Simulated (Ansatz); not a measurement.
Input and command of a plane-wave DFT calculation in Ansatz:

```yaml
crystal:
  lattice:
    - [-7.4100823451, 0.0, 0.0]
    - [-1.8525205863, -7.3941828395, 0.0]
    - [-3.7050411726, 0.0, 7.3582195174]
  atoms:
    - { symbol: Zr, position: [0.2359797909, 0.795369982, 0.6269105654] }
    - { symbol: Zr, position: [0.989620175, 0.78352954, 0.1264907739] }
    - { symbol: Si, position: [0.7382723391, 0.784934287, 0.6232469795] }
    - { symbol: Zr, position: [0.4856021718, 0.7914270573, 0.124228768] }
    - { symbol: Zr, position: [0.5136350862, 0.2090387485, 0.8719876471] }
    - { symbol: Zr, position: [0.2565823753, 0.2126921485, 0.3746276113] }
    - { symbol: Zr, position: [0.0131660964, 0.2102833741, 0.8683769325] }
    - { symbol: Zr, position: [0.7596894996, 0.2059502487, 0.3794601723] }
    - { symbol: Si, position: [0.4086377796, 0.1102118454, 0.6289614351] }
    - { symbol: Si, position: [0.1593726974, 0.1055071964, 0.1269683658] }
    - { symbol: Si, position: [0.9073720809, 0.1050434778, 0.6290238493] }
    - { symbol: Si, position: [0.663063133, 0.0987362645, 0.1302453961] }
    - { symbol: Si, position: [0.3357291201, 0.8953577575, 0.8766412519] }
    - { symbol: Si, position: [0.0844754485, 0.8970938192, 0.3729589929] }
    - { symbol: Si, position: [0.8424643969, 0.8875036662, 0.8764521828] }
    - { symbol: Si, position: [0.5860989789, 0.893004266, 0.3716380359] }
    - { symbol: Si, position: [0.5613604691, 0.4967132761, 0.6286803068] }
    - { symbol: Si, position: [0.311941384, 0.5007468114, 0.1266300703] }
    - { symbol: Si, position: [0.0645198321, 0.5064141135, 0.6279647712] }
    - { symbol: Si, position: [0.8102727285, 0.5023572848, 0.1235811157] }
    - { symbol: Si, position: [0.1841415189, 0.5006979072, 0.8752579752] }
    - { symbol: Zr, position: [0.9387004961, 0.5042333272, 0.3770695159] }
    - { symbol: Si, position: [0.6857700972, 0.4973986489, 0.8809931498] }
    - { symbol: Si, position: [0.4364499302, 0.5008521955, 0.3772920209] }
  symmetry: { detect: false }
basis:
  ecutwfc: 420
kpoints:
  mp_grid: { grid: [2, 2, 2], shift: [0.5, 0.5, 0.5] }
hamiltonian:
  xc: pbe
scf:
  occupations: { method: gaussian, width: 0.1 }
  lower_state_search: "off"
output:
  forces: true
  stress: true
  eigenvalues: true
relax:
  adjacent_minimum: "off"
  f_tol: 0.04
  max_steps: 50
  cell: { stress_tol: 0.3 }
```

```bash
ansatz run input.yaml --threads 4 --pin off --max-ram 9216MiB --backend cpu --events-out ev --progress --plain --runs-dir out
```

Processor: Intel(R) Xeon(R) Platinum 8488C (Sapphire Rapids), 4 threads, on a host shared with other jobs.

**Question.** How long does it run, and how much memory does it take?

**Answer.** About 91 s on 4 threads of Intel(R) Xeon(R) Platinum 8488C (Sapphire Rapids), with other jobs on the host, peak memory 1.2 GiB. It solves 104 bands at 4 k points (the mesh reduced by symmetry) with about 8101 plane waves (on the last cell), in 68 SCF iterations over 11 ionic steps.
